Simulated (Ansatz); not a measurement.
**Computed properties of Cs**

```xyz
2
Lattice="-2.5538 2.5538 9.5961 2.5538 -2.5538 9.5961 2.5538 2.5538 -9.5961" Properties=species:S:1:pos:R:3 pbc="T T T"
Cs    2.5538    0.0000    4.7980
Cs    0.0000    0.0000    9.5961
```

Atoms are numbered in the order listed.

Structure from Materials Project entry mp-3 (possibly hypothetical), not relaxed further.

No spin–orbit coupling, which matters for the heavy atoms here.

Level of theory: DFT, LDA, all-electron LAPW, scalar-relativistic (Ansatz 0.2.0).

The runs use a Γ-centred 9×9×9 k mesh, Fermi–Dirac smearing of 0.03 eV, basis error target 0.25 meV/atom, no spin polarisation.

```yaml
Band_gap: "none: bands cross the Fermi level, a metal"
Density_of_states_at_the_Fermi_level_0.2_eV_bin: 2.23 states/eV per cell
Volume_per_atom: 125.17 Å³
```

(1) Give the computed value. Pressure at this cell.

(2) Predict this quantity. Stress xx, yy, zz (compression positive).

## Answers

(1) -0.32 GPa.

(2) -0.27, -0.27, -0.40 GPa.
